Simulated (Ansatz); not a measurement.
C under changes of volume

One of the cells (5.672 Å³/atom); the others are scaled copies at fixed shape and fractional positions:

```
C
1.0
     0.00000    1.78337    1.78337
     1.78337    0.00000    1.78337
     1.78337    1.78337    0.00000
C
2
Direct
  0.75000 0.75000 0.75000
  0.50000 0.50000 0.50000
```

This isn't the form of C at room conditions, which is graphite.

- Program: Ansatz 0.2.0
- Functional: r2SCAN
- Potentials or basis: Ansatz PAW
- Cutoff: 500 eV (not typed: the program's choice for these potentials)
- k mesh: 13 × 13 × 13
- Occupations: fermi-dirac, width 0.05 eV
- Spin: no spin polarisation

```tsv
volume (Å³/atom)	energy over the lowest point (meV/atom)	pressure (GPa)	gap on the mesh (eV)
5.332	25.85	28.2	4.51
5.445	9.91	17.0	4.46
5.558	?	?	?
5.672	0.00	-2.4	4.36
5.785	4.75	-10.9	4.32
5.899	15.19	-18.5	4.27
6.012	30.83	-25.5	4.23
```

Task: What does the run at 5.558 Å³/atom give?

Result: Energy over the lowest point 1.51 meV/atom; pressure 6.8 GPa; gap on the mesh 4.41 eV.

Worked out: A Birch-Murnaghan fit of order 3 (a polynomial in V^(-2/3)) to the other rows has its minimum at 5.64 Å³/atom with B0 = V·E''(V) = 451 GPa and B' = 3.7. It gives 1.53 meV/atom at 5.558 Å³/atom, against the run's 1.51, and -dE/dV = 6.9 GPa, against 6.8. A straight line through the other rows of the gap, of slope -2.34 eV per unit of ln V, gives 4.41 eV, against the run's 4.41.

Energies are extrapolated to zero smearing.

Caveats: odd divisions of the mesh miss points on the zone boundary, where band edges often lie, so the gap on the mesh can be too wide; the PAW data sets come from PBE, with cores solved anew for the run's functional, which leaves a small shift of forces and pressure.

A mesh can miss the band edges.
